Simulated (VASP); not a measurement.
Runs of VASP 6.6.1 on Au. The structure is cubic, space group Fm-3m (No. 225). The conventional cell has a = 4.070 Å, b = 4.070 Å, c = 4.070 Å, α = 90.00°, β = 90.00°, γ = 90.00°. Au (site symmetry m-3m) is surrounded by 12 Au at 2.88 Å. 

```tsv
task	level	potentials or basis	spin	cell	k mesh	cutoff (eV)	gap on the mesh (eV)	pressure (GPa)	relaxed volume (Å³/atom)
band structure	PBEsol	VASP PAW PBE potentials, release 64 (Au)	off	as given	11 × 11 × 11	520	-	(a)	-
relaxation of cell and atoms	PBEsol	VASP PAW PBE potentials, release 64 (Au)	off	relaxed	11 × 11 × 11	600	none	0.0	16.99
relaxation of cell and atoms	LDA	VASP PAW LDA potentials, release 64 (Au)	off	relaxed	11 × 11 × 11	600	none	0.0	(b)
band structure	LDA	VASP PAW LDA potentials, release 64 (Au)	SOC, no magnetisation	as given	8 × 8 × 8	520	-	-2.7	-
band structure	LDA	VASP PAW LDA potentials, release 64 (Au)	off	as given	11 × 11 × 11	520	-	-2.6	-
```

Alike in all rows: smearing fermi-dirac 0.05 eV.

Task: Estimate the missing entries.

Result: (a) 1.4; (b) 16.63.

Caveats: the PAW data sets were made with another functional, which shifts forces and pressure a little (some runs); spin-orbit coupling is left out, which moves the levels of the heavy elements (some runs).

A k mesh can miss the band edges, and rows without SOC leave out spin-orbit coupling on Au.

A gap of «none» marks a metal or a gap under the smearing width.

Runs at the PBE level aren't shown here.
